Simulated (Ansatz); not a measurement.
**B: one candidate of a structure search**

The task: take a trial cell of B to zero force and stress.

Program: Ansatz 0.2.0. Level of theory: DFT PBE, scalar-relativistic, plane waves, PAW. These are calculated values, not measurements.

**1. Starting point**

The structure is tetragonal, space group P4_3 (No. 78). The conventional cell has a = 4.393 Å, b = 4.393 Å, c = 2.967 Å, α = 90.00°, β = 90.00°, γ = 90.00°. B (site symmetry 1) is surrounded by 5 B at 1.71 to 1.76 Å. Around B (site symmetry 1) lie 5 B at 1.70 to 1.76 Å.

Structure file:

```
B
1.0
     4.39284    0.00000    0.00000
     0.00000    4.39284    0.00000
     0.00000    0.00000    2.96661
B
8
Direct
  0.93041 0.42062 0.16107
  0.06959 0.57938 0.66107
  0.57938 0.93041 0.91107
  0.42062 0.06959 0.41107
  0.13689 0.20499 0.77950
  0.86311 0.79501 0.27950
  0.79501 0.13689 0.52950
  0.20499 0.86311 0.02950
```

A structure generator made this guess: 5-connected net of one element (P4_3, No. 78). Its size is a rough estimate.

**2. Probe: one point on a coarse mesh**

input.yaml

```yaml
crystal:
  lattice:
    - [4.39283948, 0.0, 0.0]
    - [0.0, 4.39283948, 0.0]
    - [0.0, 0.0, 2.96660952]
  atoms:
    - { symbol: B, position: [0.93041244, 0.42062468, 0.16107471] }
    - { symbol: B, position: [0.06958756, 0.57937532, 0.66107471] }
    - { symbol: B, position: [0.57937532, 0.93041244, 0.91107471] }
    - { symbol: B, position: [0.42062468, 0.06958756, 0.41107471] }
    - { symbol: B, position: [0.13688511, 0.20499384, 0.77950188] }
    - { symbol: B, position: [0.86311489, 0.79500616, 0.27950188] }
    - { symbol: B, position: [0.79500616, 0.13688511, 0.52950188] }
    - { symbol: B, position: [0.20499384, 0.86311489, 0.02950188] }
basis:
  ecutwfc: 420
kpoints:
  mp_grid: { grid: [4, 4, 6] }
hamiltonian:
  xc: pbe
scf:
  occupations: { method: gaussian, width: 0.1 }
  lower_state_search: "off"
output:
  forces: true
  stress: true
  eigenvalues: true
```

The run is started by

```bash
$ ansatz run input.yaml --threads 1 --pin off --max-ram 2560MiB --backend cpu --events-out ev --progress --plain --runs-dir out
```

Log (excerpt; [...] marks lines left out):

```text
[...]
SCF converged after 7 iterations
Free energy (F): -1239.826931 eV
[...]
E sigma→0 (E₀):  -1239.822747 eV
Entropy (-TS):   -0.008368 eV (-1.046 meV/atom)
Fermi energy:    9.726184 eV
[...]
--- Forces (eV/Å), atoms counted from 1 ---
  atom   1  B     -0.77657737    -0.46305433     1.65333197
  atom   2  B      0.77657737     0.46305433     1.65333197
  atom   3  B      0.46305433    -0.77657737     1.65333197
  atom   4  B     -0.46305433     0.77657737     1.65333197
  atom   5  B     -1.09177639     2.38731109    -1.65331189
  atom   6  B      1.09177639    -2.38731109    -1.65331189
  atom   7  B     -2.38731109    -1.09177639    -1.65331189
  atom   8  B      2.38731109     1.09177639    -1.65331189
[...]
--- Stress (GPa, compression-positive) ---
       25.689460      -0.000000       0.000000
        0.000000      25.689460       0.000000
        0.000000       0.000000      20.085827
  P = ⅓ Tr σ = 23.8216 GPa (238.216 kbar)
--- Band table (eV; the first three rows and the last of 24) ---
  k-point 0: bands = ["-6.7689", "-2.7669", "-0.4833", "-0.4833", "1.4379", "4.4482", "4.4482", "6.0584", "6.0584", "6.9046", "8.6398", "10.6109", "11.2379", "11.2379", "11.8567", "15.2283", "15.2283", "15.3510"]
[...]
```

Wall time 2 s (1 thread of Arm Neoverse V2, shared host); peak memory 0.3 GiB.

From the probe: pressure 23.8 GPa, largest force 3.10 eV/Å, gap on this mesh none (metal). A guess like this is first relaxed loosely on the coarse mesh.

**3. Rough relaxation on the coarse mesh**

input.yaml: that of step 2 with these lines changed.

```diff
@@ -27 +27,6 @@
   eigenvalues: true
+relax:
+  adjacent_minimum: "off"
+  f_tol: 0.04
+  max_steps: 70
+  cell: { stress_tol: 0.4 }
```

The run is started by

```bash
$ ansatz run input.yaml --threads 1 --pin off --max-ram 2560MiB --backend cpu --events-out ev --progress --plain --runs-dir out
```

Log:

```text
Warning: RAYON_NUM_THREADS=1 ignored (pool sized by the plan → 1); use --threads N
Engine: ansatz 0.2.0, aarch64-unknown-linux-gnu
Pseudopotentials: kind: paw
Pseudopotential: B, paw, valence charge 3, recommended cutoff 420 eV (normal), B.paw.azcp
Functional definition: PBE
  parameter kappa = 0.804
  parameter beta = 0.06672455060314922
  exchange = pbe_x(kappa = kappa, mu = beta*pi^2/3)
  correlation = pbe_c(beta = beta)
Crystal: 8 atoms, lattice volume = 57.247 Å³
Basis set: ecut = 420 eV, 1129 PW (Γ), exchange–correlation on 60×60×40 points (8 copies of the dense FFT grid, shifted against one another)
Bands: 20, of which v1, the nominal top of the filled ones, is band 12 counted from 1 (11 counted from 0)
Symmetry: 4 space group operations
Space group: P43 (ITA 78), of the structure as read, at distance tolerance 3.9e-5 Å
k-points: 24 of 96 (time reversal used)
Non-local potential: B, projectors of the file, l = 0: 2, l = 1: 2, l = 2: 1
PAW form: soft (Blöchl's): semilocal exchange-correlation on the pseudo side does not see the compensation charge
PAW one-centre angular grid: B, 110 points (default); XC on 64 Gauss nodes
Initial density: superposition of atomic densities (neutral atoms: chi_scale 0, normalization atom), corrected by the library's trained network
Initial wavefunctions: pseudopotential atomic-orbital guess
Functional: x = pbe(κ = 0.804, μ = 0.2195149727645171), c = pbe(β = 0.06672455060314922)
SCF iter   1: F=—  HF=-1239.850442 eV  |F-HF|=—  |Δ(HF+E_count)|=         —  Δρ=1.22e-2  dr2=1.04e-1  ethr=1.77e-3  ⟨swp⟩=5.9  Hψ=2578  notcnv=0  defer=2
preconditioner: auto → Kerker (q_TF=auto, 2.360 Å⁻¹)  [metal: Δε(μ)=0.075 eV  Ē_g=11.307 eV  σ=0.100 eV  W_gap=0.40  n_scr=10 (ndim 8)  ℏωp=24.0 eV  f_vac=0.000  D(μ)=1.54/eV (n_scr^D=10)]
SCF iter   2: F=—  HF=-1239.830037 eV  |F-HF|=—  |Δ(HF+E_count)|=   2.04e-2  Δρ=5.68e-3  dr2=1.90e-2  ethr=4.32e-4  ⟨swp⟩=1.0  Hψ=672  notcnv=0  defer=10
SCF iter   3: F=—  HF=-1239.826911 eV  |F-HF|=—  |Δ(HF+E_count)|=   3.13e-3  Δρ=1.14e-3  dr2=6.29e-4  ethr=7.92e-5  ⟨swp⟩=2.7  Hψ=739  notcnv=0  defer=10
SCF iter   4: F=—  HF=-1239.826918 eV  |F-HF|=—  |Δ(HF+E_count)|=   6.45e-6  Δρ=2.12e-4  dr2=7.01e-5  ethr=2.62e-6  ⟨swp⟩=2.1  Hψ=678  notcnv=0  defer=10
SCF iter   5: F=—  HF=-1239.826928 eV  |F-HF|=—  |Δ(HF+E_count)|=   1.06e-5  Δρ=9.87e-5  dr2=7.80e-6  ethr=2.92e-7  ⟨swp⟩=2.5  Hψ=670  notcnv=0  defer=10
SCF iter   6: F=—  HF=-1239.826931 eV  |F-HF|=—  |Δ(HF+E_count)|=   2.56e-6  Δρ=1.93e-5  dr2=2.62e-7  ethr=3.25e-8  ⟨swp⟩=2.7  Hψ=694  notcnv=0  defer=10
SCF iter   7: F=-1239.826931 eV  HF=-1239.826931 eV  |F-HF|=8.40e-9  |Δ(HF+E_count)|=   3.75e-7  Δρ=3.84e-6  dr2=7.82e-9  ethr=4.17e-10  ⟨swp⟩=9.8  Hψ=2352  notcnv=0
SCF 1 converged in 7 iterations: F = -1239.826931 eV  dr2 = 7.82e-9
relax step   1: F+E_penalty+E_count = -1239.82693132 eV  Δ(F+E_penalty+E_count) = +0.000e0 eV  max|allowed force component| = 2.387e0 eV/Å  Δτ_max = 0.0000 Å  P = +23.822 GPa  Ω = 57.247 Å³  (7 SCF iters, dr2 threshold 1.00e-7 eV, accepted)
Crystal: 8 atoms, lattice volume = 61.220 Å³
Basis set: ecut = 420 eV, 1185 PW (Γ), exchange–correlation on 60×60×40 points (8 copies of the dense FFT grid, shifted against one another)
Initial density: handed on by an earlier stage of this run
Initial wavefunctions: those handed on with the density
iter 1 solved again at ethr=4.39e-4 eV; its pass at ethr=3.10e-3 eV (dr2=1.05e-1 eV) is discarded
SCF iter   1: F=—  HF=-1241.807125 eV  |F-HF|=—  |Δ(HF+E_count)|=         —  Δρ=1.32e-2  dr2=1.06e-1  ethr=4.39e-4  ⟨swp⟩=1.3  Hψ=3169  notcnv=0
preconditioner: auto → Kerker (q_TF=auto, 2.334 Å⁻¹)  [metal: Δε(μ)=0.071 eV  Ē_g=11.123 eV  σ=0.100 eV  W_gap=0.38  n_scr=10 (ndim 8)  ℏωp=23.2 eV  f_vac=0.009  D(μ)=1.32/eV (n_scr^D=8)]
SCF iter   2: F=—  HF=-1241.794416 eV  |F-HF|=—  |Δ(HF+E_count)|=   1.27e-2  Δρ=7.48e-3  dr2=3.36e-2  ethr=4.39e-4  ⟨swp⟩=1.0  Hψ=480  notcnv=0
SCF iter   3: F=—  HF=-1241.789844 eV  |F-HF|=—  |Δ(HF+E_count)|=   4.57e-3  Δρ=1.30e-3  dr2=2.69e-3  ethr=1.40e-4  ⟨swp⟩=1.8  Hψ=599  notcnv=0
SCF iter   4: F=—  HF=-1241.790237 eV  |F-HF|=—  |Δ(HF+E_count)|=   3.93e-4  Δρ=5.88e-4  dr2=4.69e-4  ethr=1.12e-5  ⟨swp⟩=2.3  Hψ=664  notcnv=0
SCF iter   5: F=—  HF=-1241.790494 eV  |F-HF|=—  |Δ(HF+E_count)|=   2.57e-4  Δρ=1.15e-4  dr2=8.71e-6  ethr=1.95e-6  ⟨swp⟩=2.3  Hψ=756  notcnv=0
SCF iter   6: F=-1241.790510 eV  HF=-1241.790509 eV  |F-HF|=5.94e-7  |Δ(HF+E_count)|=   1.49e-5  Δρ=2.21e-5  dr2=3.23e-7  ethr=3.33e-9  ⟨swp⟩=5.0  Hψ=2622  notcnv=0
SCF 2 converged in 6 iterations: F = -1241.790510 eV  dr2 = 3.23e-7
relax step   2: F+E_penalty+E_count = -1241.79050964 eV  Δ(F+E_penalty+E_count) = -1.964e0 eV  max|allowed force component| = 1.822e0 eV/Å  Δτ_max = 0.1043 Å  P = +6.963 GPa  Ω = 61.220 Å³  energy of the carried Pulay correction = -9.506e-3 eV  (6 SCF iters, dr2 threshold 8.00e-7 eV, accepted)
Crystal: 8 atoms, lattice volume = 62.522 Å³
Basis set: ecut = 420 eV, 1201 PW (Γ), exchange–correlation on 60×60×40 points (8 copies of the dense FFT grid, shifted against one another)
iter 1 solved again at ethr=1.34e-3 eV; its pass at ethr=3.10e-3 eV (dr2=3.21e-1 eV) is discarded
SCF iter   1: F=—  HF=-1244.271659 eV  |F-HF|=—  |Δ(HF+E_count)|=         —  Δρ=2.67e-2  dr2=3.25e-1  ethr=1.34e-3  ⟨swp⟩=1.2  Hψ=3537  notcnv=0
preconditioner: auto → LDOS  [insulator: Δε(μ)=0.231 eV  Ē_g=11.745 eV  σ=0.100 eV  W_gap=0.61  n_scr=10 (ndim 8)  ℏωp=23.0 eV  f_vac=0.019  D(μ)=1.20/eV (n_scr^D=4)  ε∞_Penn≈4.8  β→1.0]
SCF iter   2: F=—  HF=-1244.204907 eV  |F-HF|=—  |Δ(HF+E_count)|=   6.68e-2  Δρ=8.06e-3  dr2=4.79e-2  ethr=1.34e-3  ⟨swp⟩=2.4  Hψ=956  notcnv=0
SCF iter   3: F=—  HF=-1244.187319 eV  |F-HF|=—  |Δ(HF+E_count)|=   1.76e-2  Δρ=9.64e-4  dr2=8.20e-4  ethr=2.00e-4  ⟨swp⟩=2.3  Hψ=916  notcnv=0  defer=6
SCF iter   4: F=—  HF=-1244.187286 eV  |F-HF|=—  |Δ(HF+E_count)|=   3.30e-5  Δρ=3.20e-4  dr2=1.16e-4  ethr=3.42e-6  ⟨swp⟩=2.0  Hψ=739  notcnv=0  defer=6
SCF iter   5: F=—  HF=-1244.187309 eV  |F-HF|=—  |Δ(HF+E_count)|=   2.26e-5  Δρ=5.43e-5  dr2=2.05e-6  ethr=4.82e-7  ⟨swp⟩=2.2  Hψ=647  notcnv=0  defer=6
SCF iter   6: F=-1244.187312 eV  HF=-1244.187311 eV  |F-HF|=1.65e-7  |Δ(HF+E_count)|=   2.76e-6  Δρ=1.50e-5  dr2=1.83e-7  ethr=3.33e-9  ⟨swp⟩=8.3  Hψ=2531  notcnv=0
SCF 3 converged in 6 iterations: F = -1244.187312 eV  dr2 = 1.83e-7
relax step   3: F+E_penalty+E_count = -1244.18731160 eV  Δ(F+E_penalty+E_count) = -2.397e0 eV  max|allowed force component| = 8.539e-1 eV/Å  Δτ_max = 0.2000 Å  P = +1.362 GPa  Ω = 62.522 Å³  energy of the carried Pulay correction = -1.248e-2 eV  (6 SCF iters, dr2 threshold 8.00e-7 eV, accepted)
[... from here on, the SCF cycles and remarks between the steps are left out ...]
relax step   4: F+E_penalty+E_count = -1244.20609424 eV  Δ(F+E_penalty+E_count) = -1.878e-2 eV  max|allowed force component| = 1.647e0 eV/Å  Δτ_max = 0.1236 Å  P = +2.145 GPa  Ω = 63.899 Å³  energy of the carried Pulay correction = -1.556e-2 eV  (6 SCF iters, dr2 threshold 8.00e-7 eV, accepted)
relax step   5: F+E_penalty+E_count = -1244.19677015 eV  Δ(F+E_penalty+E_count) = +9.324e-3 eV  max|allowed force component| = 9.473e-1 eV/Å  Δτ_max = 0.2000 Å  P = -8.774 GPa  Ω = 65.282 Å³  energy of the carried Pulay correction = -1.859e-2 eV  (7 SCF iters, dr2 threshold 8.00e-7 eV, rejected (line search))
relax step   6: F+E_penalty+E_count = -1244.73467954 eV  Δ(F+E_penalty+E_count) = -5.286e-1 eV  max|allowed force component| = 3.072e-1 eV/Å  Δτ_max = 0.0943 Å  P = -0.037 GPa  Ω = 63.257 Å³  energy of the carried Pulay correction = -1.414e-2 eV  (7 SCF iters, accepted)
relax step   7: F+E_penalty+E_count = -1244.73710977 eV  Δ(F+E_penalty+E_count) = -2.430e-3 eV  max|allowed force component| = 1.896e-1 eV/Å  Δτ_max = 0.0290 Å  P = +1.007 GPa  Ω = 63.217 Å³  energy of the carried Pulay correction = -1.405e-2 eV  (5 SCF iters, dr2 threshold 8.00e-7 eV, accepted)
relax step   8: F+E_penalty+E_count = -1244.74923661 eV  Δ(F+E_penalty+E_count) = -1.213e-2 eV  max|allowed force component| = 6.385e-2 eV/Å  Δτ_max = 0.0199 Å  P = -0.090 GPa  Ω = 63.372 Å³  energy of the carried Pulay correction = -1.439e-2 eV  (5 SCF iters, dr2 threshold 8.00e-7 eV, accepted)
relax step   9: F+E_penalty+E_count = -1244.75027596 eV  Δ(F+E_penalty+E_count) = -1.039e-3 eV  max|allowed force component| = 1.979e-2 eV/Å  Δτ_max = 0.0067 Å  P = -0.429 GPa  Ω = 63.414 Å³  energy of the carried Pulay correction = -1.449e-2 eV  (4 SCF iters, dr2 threshold 8.00e-7 eV, accepted)
relax step  10: F+E_penalty+E_count = -1244.75091298 eV  Δ(F+E_penalty+E_count) = -6.370e-4 eV  max|allowed force component| = 7.324e-3 eV/Å  Δτ_max = 0.0021 Å  P = +0.006 GPa  Ω = 63.286 Å³  energy of the carried Pulay correction = -1.420e-2 eV  (4 SCF iters, dr2 threshold 8.00e-7 eV, accepted)
Basis set: ecut = 420 eV, 1219 PW (Γ), exchange–correlation on 64×64×48 points (8 copies of the dense FFT grid, shifted against one another)
Initial wavefunctions: pseudopotential atomic-orbital guess (no wavefunctions were taken with the density)
iter 1 solved again at ethr=1.72e-7 eV; its pass at ethr=3.10e-3 eV (dr2=4.13e-5 eV) is discarded
SCF iter   1: F=—  HF=-1244.771985 eV  |F-HF|=—  |Δ(HF+E_count)|=         —  Δρ=4.06e-4  dr2=1.18e-5  ethr=1.72e-7  ⟨swp⟩=3.3  Hψ=3947  notcnv=0
preconditioner: auto → Kerker (q_TF=auto, 2.321 Å⁻¹)  [metal: Δε(μ)=0.008 eV  Ē_g=11.808 eV  σ=0.100 eV  W_gap=0.05  n_scr=10 (ndim 8)  ℏωp=22.9 eV  f_vac=0.022  D(μ)=0.49/eV (n_scr^D=0)]
SCF iter   2: F=—  HF=-1244.772034 eV  |F-HF|=—  |Δ(HF+E_count)|=   4.91e-5  Δρ=2.20e-4  dr2=3.66e-6  ethr=4.93e-8  ⟨swp⟩=2.0  Hψ=766  notcnv=0
SCF iter   3: F=—  HF=-1244.772056 eV  |F-HF|=—  |Δ(HF+E_count)|=   2.25e-5  Δρ=8.56e-6  dr2=8.56e-8  ethr=1.53e-8  ⟨swp⟩=2.0  Hψ=769  notcnv=0
SCF iter   4: F=—  HF=-1244.772056 eV  |F-HF|=—  |Δ(HF+E_count)|=   8.68e-8  Δρ=3.39e-6  dr2=1.88e-8  ethr=3.57e-10  ⟨swp⟩=2.2  Hψ=737  notcnv=0
SCF iter   5: F=-1244.772056 eV  HF=-1244.772056 eV  |F-HF|=7.73e-11  |Δ(HF+E_count)|=   2.23e-8  Δρ=7.41e-7  dr2=4.70e-10  ethr=2.13e-11  ⟨swp⟩=5.8  Hψ=1907  notcnv=0
SCF 11 converged in 5 iterations: F = -1244.772056 eV  dr2 = 4.70e-10
relax step  11: F+E_penalty+E_count = -1244.77205642 eV  Δ(F+E_penalty+E_count) = -2.114e-2 eV  max|allowed force component| = 8.677e-3 eV/Å  Δτ_max = 0.0000 Å  P = +0.356 GPa  Ω = 63.286 Å³  stress off target by 3.61e-1 GPa  SCF on the basis re-selected at this cell (its energy is not comparable with the rows above)  (5 SCF iters)
basis re-selected at this cell: Δ(F+E_penalty+E_count) = -2.114e-2 eV, ΔP = +0.350 GPa vs the last step (what re-selecting the basis moved, of the pressure what is left beyond the Pulay correction that the steps carried, after the strain that the cell walked since its last selection, with what the two solves' SCF thresholds leave and, on support functions, any second-order correction that the steps lacked; it is no measure of the basis error at this ecutwfc). The dense FFT grid was sized anew with the basis: this SCF ran on 32×32×24 points, the steps before it on 30×30×20, so part of this shift can come from that change (see relax.cell in the input reference). This SCF's stress stands 3.61e-1 GPa from its target on what of the cell is left free (relax.cell.stress_tol is 4.00e-1 GPa) and its largest allowed force component is 8.68e-3 eV/Å (relax.f_tol is 4.00e-2 eV/Å): within both
SCF converged after 5 iterations
Free energy (F): -1244.772056 eV
Harris-Foulkes:  -1244.772056 eV  (|F-HF|=7.73e-11)
Internal energy: -1244.769601 eV  (E = F + TS)
E sigma→0 (E₀):  -1244.770829 eV
Entropy (-TS):   -0.002455 eV (-0.307 meV/atom)
Fermi energy:    8.611796 eV
--- Per-component energies (eV) ---
  E_band       = 37.601378
  E_kinetic    = 396.754835
  E_local      = -355.384786  (includes V_loc(G=0)·N_el)
  E_nonlocal   = 90.757705
  E_hartree    = 116.552036
  E_xc         = -257.950795
  E_vxc        = -306.248607  (∫ρ·V_xc dr)
  E_paw        = -628.837240  (= ΣΔE_a)
  E_vpaw       = -21.381411  (= ΣTr[D̂ρ^β])
  E_aug_tail   = -0.000023  (compensation charges beyond the density's cutoff)
  E_ewald      = -606.661333
  E_smearing   = -0.002455  (= −TS)
  E_closure    = -0.000000  (closes the sum)
  Σ components = -1244.772056   (vs F -1244.772056, Δ=0.00e0)
--- Forces (eV/Å), atoms counted from 1 ---
  atom   1  B     -0.00185110     0.00867719    -0.00385589
  atom   2  B      0.00185110    -0.00867719    -0.00385589
  atom   3  B     -0.00867719    -0.00185110    -0.00385589
  atom   4  B      0.00867719     0.00185110    -0.00385589
  atom   5  B     -0.00766731     0.00165083     0.00385699
  atom   6  B      0.00766731    -0.00165083     0.00385699
  atom   7  B     -0.00165083    -0.00766731     0.00385699
  atom   8  B      0.00165083     0.00766731     0.00385699
  max |Σ_I F_I| component: 4.41e-6 eV/Å
--- Stress (GPa, compression-positive) ---
        0.360536       0.000003      -0.000000
       -0.000003       0.360536       0.000000
       -0.000000       0.000000       0.347770
  P = ⅓ Tr σ = 0.3563 GPa (3.563 kbar)
--- Band table (eV; the first three rows and the last of 24) ---
  k-point 0: bands = ["-7.4508", "-3.7251", "-1.5584", "-1.5584", "-0.3817", "3.4706", "3.4706", "4.4105", "5.1545", "5.1545", "7.7468", "8.2084", "10.8545", "11.6808", "11.6808", "12.4174", "12.9471", "12.9471", "14.3691", "17.0942"]
  k-point 1: bands = ["-7.1089", "-3.4343", "-1.3873", "-1.2759", "-0.0631", "1.1285", "3.2322", "4.5692", "5.1275", "5.9019", "6.4276", "6.7986", "10.0464", "10.9000", "12.3197", "13.4480", "14.1762", "14.7681", "15.4612", "16.0539"]
  k-point 2: bands = ["-6.0894", "-2.5814", "-2.2752", "-0.6847", "0.1062", "0.7779", "1.6550", "3.6474", "4.2814", "4.7155", "6.2348", "6.7102", "8.6067", "10.5660", "11.7713", "12.3364", "14.7290", "16.4152", "16.5491", "17.5809"]
  k-point 23: bands = ["-2.9568", "-2.9568", "-2.4994", "-2.4994", "-1.6770", "-1.6770", "3.7243", "3.7243", "4.7862", "4.7862", "6.7965", "6.7965", "10.9091", "10.9091", "11.8694", "11.8694", "14.1284", "14.1284", "16.5602", "16.5602"]
--- Relaxed structure (10 steps of the walk, 9 accepted, 1 SCFs on fresh bases) ---
  F+E_penalty+E_count = -1244.77205642 eV   max|allowed force component| = 8.677e-3 eV/Å   (the final SCF, on the basis selected at the relaxed cell)
  cell:  # Å, volume = 63.2863 Å³
    - [4.57997847388493, 2.8052777613442237e-32, 1.3171039492413625e-33]
    - [2.92025705738254e-32, 4.57997847388493, 2.634207898482725e-33]
    - [8.89477781384587e-34, 1.778955562769174e-33, 3.017052837347014]
  atoms:
    - { symbol: B, position: [0.9687081623858728, 0.38218294091892113, 0.229446348152834] }
    - { symbol: B, position: [0.03129183761412705, 0.6178170590810788, 0.7294463481528339] }
    - { symbol: B, position: [0.6178170590810788, 0.9687081623858728, 0.9794463481528339] }
    - { symbol: B, position: [0.38218294091892113, 0.03129183761412705, 0.47944634815283405] }
    - { symbol: B, position: [0.08821269516784774, 0.23676601016465362, 0.7111302418471661] }
    - { symbol: B, position: [0.9117873048321522, 0.7632339898353463, 0.21113024184716597] }
    - { symbol: B, position: [0.7632339898353463, 0.08821269516784774, 0.46113024184716606] }
    - { symbol: B, position: [0.23676601016465362, 0.9117873048321522, -0.03886975815283398] }
```

Wall time 27 s (1 thread of Arm Neoverse V2, shared host); peak memory 0.32 GiB.

The steps of the relaxation:

```
step  E - E(step 1) (eV/cell)  largest force component (eV/Å)  pressure (GPa)  volume (Å³)
   1                   0.0000                          2.3873           23.82        57.25
   2                  -1.9636                          1.8222            6.96        61.22
   3                  -4.3604                          0.8539            1.36        62.52
   4                  -4.3792                          1.6473            2.15        63.90
   5                  -4.3698                          0.9473           -8.77        65.28
   6                  -4.9077                          0.3072           -0.04        63.26
   7                  -4.9102                          0.1896            1.01        63.22
   8                  -4.9223                          0.0639           -0.09        63.37
   9                  -4.9233                          0.0198           -0.43        63.41
  10                  -4.9240                          0.0073            0.01        63.29
  11                  -4.9451                          0.0087            0.36        63.29
```

Step 1 is the start. Step 11 repeats the geometry before it on a plane-wave basis chosen anew for that cell, so its energy need not be comparable with the rows above. Step 5 was tried and not accepted.

|  | before | after | change |
| --- | --- | --- | --- |
| a (Å) | 4.393 | 4.580 | +4.3 % |
| b (Å) | 4.393 | 4.580 | +4.3 % |
| c (Å) | 2.967 | 3.017 | +1.7 % |
| volume (Å³/atom) | 7.16 | 7.91 | +10.5 % |
| shortest distance (Å) | 1.701 | 1.690 | -0.7 % |
| space group (0.01 Å) | P4_3 | P4_3 | same |

The run keeps the 4 symmetry operations of the start, so it could not have lowered the symmetry.

(Part 1 of 2 ends here.)
